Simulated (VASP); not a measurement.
# ZnO (zincite) (P6_3mc) in VASP: a series of runs

Aim: see how the results for ZnO (zincite) move with the level of theory and the settings. Levels: PBE, r2SCAN. Tasks: relaxation of shape and atoms at fixed volume, relaxation of cell and atoms.

All numbers are computed with VASP 6.6.1; they aren't measurements. Logs are shortened: lines on timing, memory, paths and dates and some standing lists are left out, and cuts for length are marked.

### Step 1. Starting point

The structure is hexagonal, space group P6_3mc (No. 186). The conventional cell has a = 3.279 Å, b = 3.279 Å, c = 5.288 Å, α = 90.00°, β = 90.00°, γ = 120.00°. Around Zn (site symmetry 3m) lie 4 O at 2.00 to 2.01 Å. O (site symmetry 3m) has 4 Zn at 2.00 to 2.01 Å as nearest neighbours.

### Step 2. Relaxation of shape and atoms at fixed volume, PBE

INCAR

```
SYSTEM = ZnO
PREC = Accurate
ENCUT = 300
EDIFF = 1E-7
ISMEAR = 0
SIGMA = 0.03
LREAL = .FALSE.
LASPH = .TRUE.
NELM = 80
ALGO = Normal
ISIF = 4
LWAVE = .FALSE.
LCHARG = .FALSE.
GGA = PE
IBRION = 2
NSW = 40
EDIFFG = -0.01
```

KPOINTS

```
Automatic mesh
0
G
  5 5 3
  0 0 0
```

POSCAR

```
ZnO                                     
1.0
    3.2792875482      0.0000000000      0.0000000000
   -1.6396437741      2.8399463230      0.0000000000
    0.0000000000      0.0000000000      5.2881880982
  Zn              O             
     2     2
Direct
     0.3333333332999970    0.6666666667000030    0.4999111560273977
     0.6666666667000030    0.3333333332999970    0.9999111560273976
     0.6666666667000030    0.3333333332999970    0.3790988439726033
     0.3333333332999970    0.6666666667000030    0.8790988439726034
```

Potentials or basis: VASP PAW PBE potentials, release 64 (Zn, O_s).

The run is started by

```
> cat potpaw_PBE.64/Zn/POTCAR potpaw_PBE.64/O_s/POTCAR > POTCAR
> mpirun -np 1 vasp_std > vasp.out
```

OUTCAR:

```text
SYSTEM = ZnO
   PREC = Accurate
   ENCUT = 300
   EDIFF = 1E-7
   ISMEAR = 0
   LREAL = .FALSE.
   LASPH = .TRUE.
   NELM = 80
   ISIF = 4
   GGA = PE
   IBRION = 2
   NSW = 40
   EDIFFG = -0.01

 ion  position               nearest neighbor table
   1  0.333  0.667  0.500-   3 2.00   3 2.00   3 2.00   4 2.01
   2  0.667  0.333  1.000-   4 2.00   4 2.00   4 2.00   3 2.01
   3  0.667  0.333  0.379-   1 2.00   1 2.00   1 2.00   2 2.01
   4  0.333  0.667  0.879-   2 2.00   2 2.00   2 2.00   1 2.01

  LATTYP: Found a hexagonal cell.
 ALAT       =     3.2792875482
 C/A-ratio  =     1.6126027439

  Lattice vectors:

 A1 = (   3.2792875482,   0.0000000000,   0.0000000000)
 A2 = (  -1.6396437741,   2.8399463230,   0.0000000000)
 A3 = (   0.0000000000,   0.0000000000,   5.2881880982)

Analysis of symmetry for initial positions (statically):
=====================================================================
 Subroutine PRICEL returns:
 Original cell was already a primitive cell.

 Routine SETGRP: Setting up the symmetry group for a
 hexagonal supercell.

 Subroutine GETGRP returns: Found 12 space group operations
 (whereof  6 operations were pure point group operations)
 out of a pool of 24 trial point group operations.

The static configuration has the point symmetry C_3v.
 The point group associated with its full space group is C_6v.

Analysis of symmetry for dynamics (positions and initial velocities):
=====================================================================
 Subroutine PRICEL returns:
 Original cell was already a primitive cell.

 Routine SETGRP: Setting up the symmetry group for a
 hexagonal supercell.

 Subroutine GETGRP returns: Found 12 space group operations
 (whereof  6 operations were pure point group operations)
 out of a pool of 24 trial point group operations.

The dynamic configuration has the point symmetry C_3v.
 The point group associated with its full space group is C_6v.

 Subroutine INISYM returns: Found 12 space group operations
 (whereof  6 operations are pure point group operations),
 and found     1 'primitive' translations

----------------------------------------------------------------------------------------

                                     Primitive cell

  volume of cell :      49.2489

  direct lattice vectors                    reciprocal lattice vectors
     3.279287548  0.000000000  0.000000000     0.304944286  0.176059666  0.000000000
    -1.639643774  2.839946323  0.000000000     0.000000000  0.352119331  0.000000000
     0.000000000  0.000000000  5.288188098     0.000000000  0.000000000  0.189100687

  length of vectors
     3.279287548  3.279287548  5.288188098     0.352119331  0.352119331  0.189100687

  position of ions in fractional coordinates (direct lattice)
     0.333333333  0.666666667  0.499911156
     0.666666667  0.333333333  0.999911156
     0.666666667  0.333333333  0.379098844
     0.333333333  0.666666667  0.879098844

  ion indices of the primitive-cell ions
   primitive index   ion index
                 1           1
                 2           2
                 3           3
                 4           4

----------------------------------------------------------------------------------------

 KPOINTS: Automatic mesh

Automatic generation of k-mesh.
 Grid dimensions read from file:
 generate k-points for:    5    5    3

 Generating k-lattice:

  Cartesian coordinates                     Fractional coordinates (reciprocal lattice)
     0.060988857  0.035211933  0.000000000     0.200000000 -0.000000000  0.000000000
     0.000000000  0.070423866  0.000000000     0.000000000  0.200000000  0.000000000
     0.000000000  0.000000000  0.063033562     0.000000000  0.000000000  0.333333333

  Length of vectors
     0.070423866  0.070423866  0.063033562

  Shift w.r.t. Gamma in fractional coordinates (k-lattice)
     0.000000000  0.000000000  0.000000000

 Subroutine IBZKPT returns following result:
 ===========================================

 Found     10 irreducible k-points:

 Following reciprocal coordinates:
            Coordinates               Weight
  0.000000  0.000000  0.000000      1.000000
  0.200000  0.000000  0.000000      6.000000
  0.400000  0.000000  0.000000      6.000000
  0.200000  0.200000  0.000000      6.000000
  0.400000  0.200000  0.000000      6.000000
  0.000000  0.000000  0.333333      2.000000
  0.200000  0.000000  0.333333     12.000000
  0.400000  0.000000  0.333333     12.000000
  0.200000  0.200000  0.333333     12.000000
  0.400000  0.200000  0.333333     12.000000
   k-points           NKPTS =     10   k-points in BZ     NKDIM =     10   number of bands    NBANDS=     22
   number of dos      NEDOS =    301   number of ions     NIONS =      4
   total plane-waves  NPLWV =  12000
   dimension x,y,z NGX =    20 NGY =   20 NGZ =   30
   dimension x,y,z NGXF=    40 NGYF=   40 NGZF=   60
   ions per type =               2   2
   NGX,Y,Z   is equivalent  to a cutoff of  10.14, 10.14,  9.43 a.u.
   NGXF,Y,Z  is equivalent  to a cutoff of  20.28, 20.28, 18.86 a.u.
 SYSTEM =  ZnO
   PREC   = accura    normal or accurate (medium, high low for compatibility)
   ISTART =      0    job   : 0-new  1-cont  2-samecut
   ICHARG =      2    charge: 1-file 2-atom 10-const
   ISPIN  =      1    spin polarized calculation?
   LNONCOLLINEAR =      F non collinear calculations
   LSORBIT =      F    spin-orbit coupling
   LASPH  =      T    aspherical Exc in radial PAW
   ENCUT  =  300.0 eV  22.05 Ry    4.70 a.u.   4.63  4.63  7.47*2*pi/ulx,y,z
   NELM   =     80;   NELMIN=  2; NELMDL= -5     # of ELM steps
   EDIFF  = 0.1E-06   stopping-criterion for ELM
   LREAL  =      F    real-space projection
   EDIFFG = -.1E-01   stopping-criterion for IOM
   NSW    =     40    number of steps for IOM
   IBRION =      2    ionic relax: 0-MD 1-quasi-New 2-CG
   NFREE  =      1    steps in history (QN), initial steepest desc. (CG)
   ISIF   =      4    stress and relaxation
   ISYM   =      2    0-nonsym 1-usesym 2-fastsym
   POTIM  = 0.5000    time-step for ionic-motion
   TEBEG  =    0.0;   TEEND  =   0.0 temperature during run
   PSTRESS=    0.0 pullay stress
   NELECT =      36.0000    total number of electrons
   NUPDOWN=      -1.0000    fix difference up-down
   EMIN   =  10.00;   EMAX   =-10.00  energy-range for DOS
   EFERMI =   0.00;   METHOD = LEGACY
   ISMEAR =     0;   SIGMA  =   0.03  broadening in eV -4-tet -1-fermi 0-gaus
   EFERMI_NEDOS =   21; number of points for ismear=-14 and -15
   IALGO  =     38    algorithm
   IMIX   =      4    mixing-type and parameters
     AMIX     =   0.40;   BMIX     =  1.00
     AMIX_MAG =   1.60;   BMIX_MAG =  1.00
  volume/ion in A,a.u.               =      12.31        83.09
  Fermi-wavevector in a.u.,A,eV,Ry     =   1.474722  2.786820 29.590018  2.174805
  Thomas-Fermi vector in A             =   2.589459
   LORBIT       =      0    0 simple, 1 ext, 2 COOP (PROOUT), +10 PAW based schemes
   GGA     = PE    functional components
   LHFCALC =     F    Hartree Fock is set to
   AEXX    =    0.0000 exact exchange contribution
   IVDW    =     0    specifies the selected vdW correction
   LEPSILON=     F    determine dielectric tensor
   LRPA    =     F    only Hartree local field effects (RPA)
 conjugate gradient relaxation of ions
 non-spin polarized calculation
 Gauss-broadening in eV      SIGMA  =   0.03
  energy-cutoff  :      300.00
  volume of cell :       49.25
 maximum number of plane-waves:       588
 NGX is ok and might be reduce to    20
   NGX =  9   NGY =  9   NGZ = 15

 number of electron      35.9999855 magnetization

 Free energy of the ion-electron system (eV)
  ---------------------------------------------------
  ext. energy  EPLUGINS =         0.00000000
  ---------------------------------------------------
  free energy    TOTEN  =       -17.84498739 eV

  energy without entropy =      -17.84498739  energy(sigma->0) =      -17.84498739

 E-fermi :   1.3026     XC(G=0): -10.7338

 val. band max:        1.1465522202   @ k =   0.0000   0.0000   0.0000
 cond. band min:       1.8680737508   @ k =   0.0000   0.0000   0.0000
 fundamental gap:      0.7215215306
 Fermi energy:         1.3026439592

 k-point     1 :       0.0000    0.0000    0.0000
  band No.  band energies     occupation
      1     -16.6807      2.00000
      2     -16.0071      2.00000
      3      -4.3836      2.00000
      4      -4.3836      2.00000
      5      -4.3424      2.00000
      6      -4.2520      2.00000
[... 14 lines left out ...]
     21       9.2255      0.00000
     22      13.8794      0.00000

 k-point     2 :       0.2000    0.0000    0.0000
  band No.  band energies     occupation
      1     -16.4896      2.00000
      2     -15.9274      2.00000
      3      -4.5600      2.00000
      4      -4.2819      2.00000
      5      -4.2792      2.00000
      6      -4.1761      2.00000
[... 14 lines left out ...]
     21       9.2245      0.00000
     22      11.3516      0.00000

 k-point     3 :       0.4000    0.0000    0.0000
  band No.  band energies     occupation
      1     -16.1217      2.00000
      2     -15.8338      2.00000
      3      -4.6322      2.00000
      4      -4.3443      2.00000
      5      -4.1556      2.00000
      6      -3.8663      2.00000
[... 14 lines left out ...]
     21       8.6651      0.00000
     22       9.5184      0.00000
[... 126 lines left out ...]
 k-point     9 :       0.2000    0.2000    0.3333
  band No.  band energies     occupation
      1     -16.1111      2.00000
      2     -15.9296      2.00000
      3      -4.6299      2.00000
      4      -4.5493      2.00000
      5      -4.1345      2.00000
      6      -4.1172      2.00000
[... 14 lines left out ...]
     21       9.8167      0.00000
     22      10.1386      0.00000

 k-point    10 :       0.4000    0.2000    0.3333
  band No.  band energies     occupation
      1     -15.9324      2.00000
      2     -15.8671      2.00000
      3      -4.5215      2.00000
      4      -4.4160      2.00000
      5      -4.1568      2.00000
      6      -3.9328      2.00000
[... 14 lines left out ...]
     21       9.1666      0.00000
     22       9.5950      0.00000

------------------------ aborting loop because EDIFF is reached ----------------------------------------

  FORCE on cell =-STRESS in cart. coord.  units (eV):
  Direction    XX          YY          ZZ          XY          YZ          ZX
  --------------------------------------------------------------------------------------
  -------------------------------------------------------------------------------------
  Total        0.0107341      0.0107341      0.0357704      0.0000000      0.0000000      0.0000000
  in kB        0.3492040      0.3492040      1.1636901      0.0000000      0.0000000      0.0000000
  external PRESSURE =       0.6206994 kB  Pullay stress =       0.0000000 kB

 VOLUME and BASIS-vectors are now :
 -----------------------------------------------------------------------------
  energy-cutoff  :      300.00
  volume of cell :       49.25
      direct lattice vectors                 reciprocal lattice vectors
     3.279287548  0.000000000  0.000000000     0.304944286  0.176059666  0.000000000
    -1.639643774  2.839946323  0.000000000     0.000000000  0.352119331  0.000000000
     0.000000000  0.000000000  5.288188098     0.000000000  0.000000000  0.189100687

 POSITION                                       TOTAL-FORCE (eV/Angst)
 -----------------------------------------------------------------------------------
     -0.00000      1.89330      2.64362        -0.000000      0.000000     -0.002337
      1.63964      0.94665      5.28772         0.000000      0.000000     -0.002337
      1.63964      0.94665      2.00475        -0.000000      0.000000      0.002337
     -0.00000      1.89330      4.64884        -0.000000      0.000000      0.002337
 -----------------------------------------------------------------------------------
    total drift:                               -0.000002     -0.000003     -0.002143

  FREE ENERGIE OF THE ION-ELECTRON SYSTEM (eV)
  ---------------------------------------------------
  free  energy   TOTEN  =       -17.8449873864 eV

  energy  without entropy=      -17.8449873864  energy(sigma->0) =      -17.84498739

 reached required accuracy - stopping structural energy minimisation
```

Run time: 12 s. Hardware: 1 thread of Intel Xeon Platinum 8488C (Sapphire Rapids), shared host; peak memory 0.12 GiB.

These settings aren't checked as converged: the numbers below hold their error.

What came out:

- Free energy: -17.8450 eV
- Band gap on the k mesh: 0.72 eV, direct

Caveat: the k mesh is coarse (spacing up to 0.44 Å⁻¹), so the values aren't converged; the cutoff is under 1.25 times the usual one of these potentials, so pressure, stress and relaxed cells hold a basis-set (Pulay) error; the relaxation stopped at its first step, so nothing moved.

### Step 3. Relaxation of shape and atoms at fixed volume, PBE (a relaxed cell with its volume scaled by 1.02)

INCAR is that of step 2.

KPOINTS is that of step 2.

Edit POSCAR of step 2 so:

```diff
@@ -2,5 +2,5 @@
 1.0
-    3.2792875482      0.0000000000      0.0000000000
-   -1.6396437741      2.8399463230      0.0000000000
-    0.0000000000      0.0000000000      5.2881880982
+    3.3010053172      0.0000000000      0.0000000000
+   -1.6505026586      2.8587544627      0.0000000000
+    0.0000000000      0.0000000000      5.3232102321
   Zn              O
```

Potentials or basis: VASP PAW PBE potentials, release 64 (Zn, O_s).

The run is started by

```
> cat potpaw_PBE.64/Zn/POTCAR potpaw_PBE.64/O_s/POTCAR > POTCAR
> mpirun -np 1 vasp_std > vasp.out
```

OUTCAR:

```text
SYSTEM = ZnO
   PREC = Accurate
   ENCUT = 300
   EDIFF = 1E-7
   ISMEAR = 0
   LREAL = .FALSE.
   LASPH = .TRUE.
   NELM = 80
   ISIF = 4
   GGA = PE
   IBRION = 2
   NSW = 40
   EDIFFG = -0.01

 ion  position               nearest neighbor table
   1  0.333  0.667  0.500-   3 2.01   3 2.01   3 2.01   4 2.02
   2  0.667  0.333  1.000-   4 2.01   4 2.01   4 2.01   3 2.02
   3  0.667  0.333  0.379-   1 2.01   1 2.01   1 2.01   2 2.02
   4  0.333  0.667  0.879-   2 2.01   2 2.01   2 2.01   1 2.02

  LATTYP: Found a hexagonal cell.
 ALAT       =     3.3010053172
 C/A-ratio  =     1.6126027439

  Lattice vectors:

 A1 = (   3.3010053172,   0.0000000000,   0.0000000000)
 A2 = (  -1.6505026586,   2.8587544627,   0.0000000000)
 A3 = (   0.0000000000,   0.0000000000,   5.3232102321)

Analysis of symmetry for initial positions (statically):
=====================================================================
 Subroutine PRICEL returns:
 Original cell was already a primitive cell.

 Routine SETGRP: Setting up the symmetry group for a
 hexagonal supercell.

 Subroutine GETGRP returns: Found 12 space group operations
 (whereof  6 operations were pure point group operations)
 out of a pool of 24 trial point group operations.

The static configuration has the point symmetry C_3v.
 The point group associated with its full space group is C_6v.

Analysis of symmetry for dynamics (positions and initial velocities):
=====================================================================
 Subroutine PRICEL returns:
 Original cell was already a primitive cell.

 Routine SETGRP: Setting up the symmetry group for a
 hexagonal supercell.

 Subroutine GETGRP returns: Found 12 space group operations
 (whereof  6 operations were pure point group operations)
 out of a pool of 24 trial point group operations.

[... 109 lines left out ...]
     AMIX     =   0.40;   BMIX     =  1.00
     AMIX_MAG =   1.60;   BMIX_MAG =  1.00
  volume/ion in A,a.u.               =      12.56        84.75
  Fermi-wavevector in a.u.,A,eV,Ry     =   1.465020  2.768486 29.201945  2.146282
  Thomas-Fermi vector in A             =   2.580926
   LORBIT       =      0    0 simple, 1 ext, 2 COOP (PROOUT), +10 PAW based schemes
   GGA     = PE    functional components
   LHFCALC =     F    Hartree Fock is set to
   AEXX    =    0.0000 exact exchange contribution
   IVDW    =     0    specifies the selected vdW correction
   LEPSILON=     F    determine dielectric tensor
   LRPA    =     F    only Hartree local field effects (RPA)
 conjugate gradient relaxation of ions
 non-spin polarized calculation
 Gauss-broadening in eV      SIGMA  =   0.03
  energy-cutoff  :      300.00
  volume of cell :       50.23
 maximum number of plane-waves:       609
 NGX is ok and might be reduce to    20
   NGX =  9   NGY =  9   NGZ = 15

 number of electron      35.9999848 magnetization

 Free energy of the ion-electron system (eV)
  ---------------------------------------------------
  ext. energy  EPLUGINS =         0.00000000
  ---------------------------------------------------
  free energy    TOTEN  =       -17.84603820 eV

  energy without entropy =      -17.84603820  energy(sigma->0) =      -17.84603820

 E-fermi :   1.1286     XC(G=0): -10.6299

 val. band max:        0.9714358587   @ k =   0.0000   0.0000   0.0000
 cond. band min:       1.6635979851   @ k =   0.0000   0.0000   0.0000
 fundamental gap:      0.6921621264
 Fermi energy:         1.1285668510

 k-point     1 :       0.0000    0.0000    0.0000
  band No.  band energies     occupation
      1     -16.7057      2.00000
      2     -16.0614      2.00000
      3      -4.4733      2.00000
      4      -4.4733      2.00000
      5      -4.4345      2.00000
      6      -4.2963      2.00000
[... 239 lines left out ...]
     21       8.9217      0.00000
     22       9.2844      0.00000

------------------------ aborting loop because EDIFF is reached ----------------------------------------

  FORCE on cell =-STRESS in cart. coord.  units (eV):
  Direction    XX          YY          ZZ          XY          YZ          ZX
  --------------------------------------------------------------------------------------
  -------------------------------------------------------------------------------------
  Total       -0.7735560     -0.7735560     -0.7396350      0.0000000      0.0000000      0.0000000
  in kB      -24.6720719    -24.6720719    -23.5901840      0.0000000      0.0000000      0.0000000
  external PRESSURE =     -24.3114426 kB  Pullay stress =       0.0000000 kB

 VOLUME and BASIS-vectors are now :
 -----------------------------------------------------------------------------
  energy-cutoff  :      300.00
  volume of cell :       50.23
      direct lattice vectors                 reciprocal lattice vectors
     3.301005317  0.000000000  0.000000000     0.302938016  0.174901345  0.000000000
    -1.650502659  2.858754463  0.000000000     0.000000000  0.349802690  0.000000000
     0.000000000  0.000000000  5.323210232     0.000000000  0.000000000  0.187856567

 POSITION                                       TOTAL-FORCE (eV/Angst)
 -----------------------------------------------------------------------------------
     -0.00000      1.90584      2.66113         0.000000     -0.000000     -0.001688
      1.65050      0.95292      5.32274        -0.000000     -0.000000     -0.001688
      1.65050      0.95292      2.01802         0.000000      0.000000      0.001688
     -0.00000      1.90584      4.67963        -0.000000      0.000000      0.001688
 -----------------------------------------------------------------------------------
    total drift:                               -0.000002     -0.000004     -0.000584

  FREE ENERGIE OF THE ION-ELECTRON SYSTEM (eV)
  ---------------------------------------------------
  free  energy   TOTEN  =       -17.8460382013 eV

  energy  without entropy=      -17.8460382013  energy(sigma->0) =      -17.84603820

 reached required accuracy - stopping structural energy minimisation
```

It took 11 s on 1 thread of Intel Xeon Platinum 8488C (Sapphire Rapids), shared host; peak memory 0.13 GiB.

The run converged, but some of its settings lie outside the range that counts as converged, so its numbers aren't taken as properties of the crystal.

What came out:

```yaml
Free_energy: -17.8460 eV
Band_gap_on_the_k_mesh: 0.69 eV, direct
```

Caveat: the k mesh is coarse (spacing up to 0.44 Å⁻¹), so the values aren't converged; the cutoff is under 1.25 times the usual one of these potentials, so pressure, stress and relaxed cells hold a basis-set (Pulay) error; the relaxation stopped at its first step, so nothing moved.

[end of part 1 of 2]
